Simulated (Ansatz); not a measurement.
Crystal: Rh.

```
CELL_PARAMETERS angstrom
0.00000 1.89785 1.89785
1.89785 0.00000 1.89785
1.89785 1.89785 0.00000
ATOMIC_POSITIONS crystal
Rh 0.00000 0.00000 0.00000
```

A run of Ansatz 0.2.0 on this cell left the log below. Logs are shortened: lines on timing, memory, paths and dates and some standing lists are left out, and cuts for length are marked.

```text
Warning: RAYON_NUM_THREADS=2 ignored (pool sized by the plan → 2); use --threads N
Engine: ansatz 0.2.0, aarch64-unknown-linux-gnu
Pseudopotentials: kind: paw
Pseudopotential: Rh, paw, valence charge 17, recommended cutoff 420 eV (normal), Rh.paw.azcp
Functional definition: PBE
  parameter kappa = 0.804
  parameter beta = 0.06672455060314922
  exchange = pbe_x(kappa = kappa, mu = beta*pi^2/3)
  correlation = pbe_c(beta = beta)
Crystal: 1 atoms, lattice volume = 13.671 Å³
Basis set: ecut = 420 eV, 283 PW (Γ), exchange–correlation on 36×36×36 points (8 copies of the dense FFT grid, shifted against one another)
Bands: 13, of which v1, the nominal top of the filled ones, is band 9 counted from 1 (8 counted from 0)
Symmetry: 48 space group operations
Space group: Fm-3m (ITA 225), of the structure as read, at distance tolerance 2.4e-5 Å
k-points: 72 of 1728
Non-local potential: Rh, projectors of the file, l = 0: 3, l = 1: 2, l = 2: 2, l = 3: 1
PAW form: soft (Blöchl's): semilocal exchange-correlation on the pseudo side does not see the compensation charge
PAW one-centre angular grid: Rh, 590 points (default); XC on 64 Gauss nodes
Initial density: superposition of atomic densities (neutral atoms: chi_scale 0, normalization atom), corrected by the library's trained network
Initial wavefunctions: pseudopotential atomic-orbital guess
Functional: x = pbe(κ = 0.804, μ = 0.2195149727645171), c = pbe(β = 0.06672455060314922)
SCF iter   1: F=—  HF=-6402.883054 eV  |F-HF|=—  |Δ(HF+E_count)|=         —  Δρ=2.69e-3  dr2=1.64e-4  ethr=1.77e-3  ⟨swp⟩=5.5  Hψ=5304  notcnv=0
preconditioner: auto → none  [insulator: Δε(μ)=0.024 eV  Ē_g=14.069 eV  σ=0.020 eV  W_gap=0.60  n_scr=0 (ndim 8)  ℏωp=30.1 eV  f_vac=0.000  D(μ)=2.24/eV (n_scr^D=26)  ε∞_Penn≈5.6]
SCF iter   2: F=—  HF=-6402.883309 eV  |F-HF|=—  |Δ(HF+E_count)|=   2.55e-4  Δρ=1.38e-3  dr2=4.04e-5  ethr=9.68e-7  ⟨swp⟩=2.7  Hψ=2302  notcnv=0  defer=1
SCF iter   3: F=—  HF=-6402.883361 eV  |F-HF|=—  |Δ(HF+E_count)|=   5.19e-5  Δρ=1.38e-4  dr2=8.89e-7  ethr=2.38e-7  ⟨swp⟩=2.1  Hψ=1239  notcnv=0  defer=1
iter 4 did not close the SCF: its close was put off for the readings that it lacked (scf_convergence_deferred on its scf_iter line)
SCF iter   4: F=-6402.883361 eV  HF=-6402.883361 eV  |F-HF|=2.67e-8  |Δ(HF+E_count)|=   5.19e-8  Δρ=5.10e-5  dr2=8.37e-8  ethr=5.23e-9  ⟨swp⟩=2.3  Hψ=1475  notcnv=0  defer=1
iter 5 did not close the SCF: its close was put off for the readings that it lacked (scf_convergence_deferred on its scf_iter line)
SCF iter   5: F=-6402.883361 eV  HF=-6402.883361 eV  |F-HF|=6.18e-8  |Δ(HF+E_count)|=   2.14e-8  Δρ=2.88e-5  dr2=9.23e-8  ethr=4.92e-10  ⟨swp⟩=2.0  Hψ=1514  notcnv=0  defer=1
SCF iter   6: F=-6402.883361 eV  HF=-6402.883361 eV  |F-HF|=2.16e-10  |Δ(HF+E_count)|=   2.48e-8  Δρ=2.04e-6  dr2=3.16e-10  ethr=4.92e-10  ⟨swp⟩=3.7  Hψ=3576  notcnv=0
SCF 1 converged in 6 iterations: F = -6402.883361 eV  dr2 = 3.16e-10
  greatest PAW one-centre occupation: 1.000 electrons in one spin orbital (limit 2), on the Rh atom at site 0 (counted from 0), in its partial waves of l = 0
SCF converged after 6 iterations
Free energy (F): -6402.883361 eV
Harris-Foulkes:  -6402.883361 eV  (|F-HF|=2.16e-10)
Internal energy: -6402.882925 eV  (E = F + TS)
E sigma→0 (E₀):  -6402.883143 eV
Entropy (-TS):   -0.000437 eV (-0.437 meV/atom)
Fermi energy:    22.608690 eV
--- Per-component energies (eV) ---
  E_band       = -83.060875
  E_kinetic    = 573.627731
  E_local      = -1555.941208  (includes V_loc(G=0)·N_el)
  E_nonlocal   = 354.395328
  E_hartree    = 547.348401
  E_xc         = -222.135454
  E_vxc        = -278.896312  (∫ρ·V_xc dr)
  E_paw        = -3586.822362  (= ΣΔE_a)
  E_vpaw       = -270.944676  (= ΣTr[D̂ρ^β])
  E_aug_tail   = 0.000839  (compensation charges beyond the density's cutoff)
  E_ewald      = -2513.356200
  E_smearing   = -0.000437  (= −TS)
  E_closure    = -0.000000  (closes the sum)
  Σ components = -6402.883361   (vs F -6402.883361, Δ=0.00e0)
--- Forces (eV/Å), atoms counted from 1 ---
  atom   1  Rh     0.00000000     0.00000000    -0.00000000
  max |Σ_I F_I| component: 1.07e-31 eV/Å
--- Stress (GPa, compression-positive) ---
        7.218275      -0.000000       0.000000
       -0.000000       7.218275       0.000000
        0.000000       0.000000       7.218275
  P = ⅓ Tr σ = 7.2183 GPa (72.183 kbar)
--- Band table (eV; the first three rows and the last of 72) ---
  k-point 0: bands = ["-56.3645", "-23.8238", "-23.8238", "-23.8238", "14.5490", "19.4346", "19.4346", "19.4346", "21.5375", "21.5375", "38.3514", "43.7142", "43.7142"]
  k-point 1: bands = ["-56.3568", "-23.8755", "-23.8308", "-23.8308", "14.8274", "19.3157", "19.5416", "19.5416", "21.4805", "21.4805", "38.7440", "42.4075", "44.1203"]
  k-point 2: bands = ["-56.3357", "-24.0155", "-23.8498", "-23.8498", "15.5663", "19.1054", "19.7577", "19.7577", "21.4332", "21.4332", "39.5844", "40.1275", "45.2492"]
  k-point 71: bands = ["-56.2104", "-24.3154", "-24.3154", "-24.1060", "17.4806", "18.7109", "18.7109", "21.3249", "23.5415", "32.2142", "32.2142", "33.8351", "35.2485"]
```

Task: Write the input and the command behind it.

Result: Single point with PBE, no spin polarisation. The files as run (others can give the same):

input.yaml
```yaml
crystal:
  lattice:
    - [0.0, 1.89785, 1.89785]
    - [1.89785, 0.0, 1.89785]
    - [1.89785, 1.89785, 0.0]
  atoms:
    - { symbol: Rh, position: [0.0, 0.0, 0.0] }
hamiltonian:
  xc: pbe
  pseudopotentials: { kind: paw }
kpoints:
  mp_grid: { grid: [12, 12, 12] }
scf:
  occupations: { method: gaussian, width: 0.02 }
output:
  forces: true
  stress: true
  eigenvalues: true
```

Potentials or basis: Ansatz PAW.
Command:
```console
$ ansatz run input.yaml --threads 2 --pin off --max-ram 5632MiB --backend cpu --events-out ev --progress --plain --runs-dir out
```
